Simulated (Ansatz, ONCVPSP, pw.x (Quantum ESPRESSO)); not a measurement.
## Equation-of-state test of one ONCV potential (gallium (Ga))

Ga, optimised norm-conserving Vanderbilt (ONCV), made with ONCVPSP 4.0.1.1 (patched build) (PBE, scalar-relativistic). Core [Ar] 3d10, reference 4s1.75 4p1.25. Waves: 4s: rc 1.85 bohr, ncon 3, nbas 6, qcut 4.3 1/bohr, 1 projector; 4p: rc 2.35 bohr, ncon 4, nbas 7, qcut 3.1 1/bohr, 3 projectors, debl 2.7 Ha. Local part: polynomial inside 1.35 bohr (lpopt 5, dvloc0 3 Ha). Core correction: Teter function, fcfact 2.75, rcfact 1.65.

Atomic tests: cutoffs needed: 7.2 Ha and 12 Ha (the cutoffs (Ha) at which the residual kinetic energy of the hardest occupied pseudo-wave falls to 1 and 0.1 mHa per electron) The cutoffs count occupied waves only; projector 2 of the p channel, the hardest unoccupied one, needs 20 Ha at the loose tolerance.; ghost test: no bound ghost flagged; GHOST(+) flagged for s at 52.1 eV; largest excitation error: -310 meV (all-electron minus pseudo) for 4s1 4p0, out of 4 test configurations.

Crystal test: fcc Ga in pw.x 7.5, no spin, 13³ k-points, Fermi–Dirac smearing 0.01 Ry, cutoffs 50/200 Ry. The reference is all-electron LAPW (Ansatz 0.2.0) with the same functional, mesh and smearing; V0 and B0 come from Birch–Murnaghan fits to the pressures at five volumes. Errors are pseudo minus all-electron; Δ is the rms difference of the E(V) curves that follow from these fits, minima aligned, over ±6 % about the mean V0. Mesh and smearing are coarse, so the numbers serve the comparison and aren't converged zero-temperature values; the lattice is a test structure that the element need not adopt.

| V (Å³/atom) | P all-electron (GPa) | P pseudo (GPa) |
| --- | --- | --- |
| 18.074 | 2.74 | -12.19 |
| 18.549 | 1.23 | -12.48 |
| 19.025 | -0.07 | -12.69 |
| 19.501 | -1.20 | -12.83 |
| 19.976 | -2.17 | -12.91 |

All-electron: a0 = 4.236 Å (V0 = 19.00 Å³/atom), B0 = 48.8 GPa.

Pseudopotential: mean pressure error (GPa): -12.73. The pressure does not cross zero within the volumes sampled, so no fit is given. This is a poor potential for the solid.

Question: At the middle volume, how do free energy and pressure move when the wave cutoff is lowered (ecutrho kept at four times it)?

Answer:

| cutoff (Ry) | shift of F (meV/atom) | shift of P (GPa) |
| --- | --- | --- |
| 22 | +6.4 | +0.01 |
| 30 | +4.1 | +0.05 |
| 40 | +2.4 | -0.00 |

The run at the middle volume (84 k-points, 6 iterations) took about 7.5 s on one core of a shared host (Neoverse-N1, 64 threads, 124 GiB, load 59).
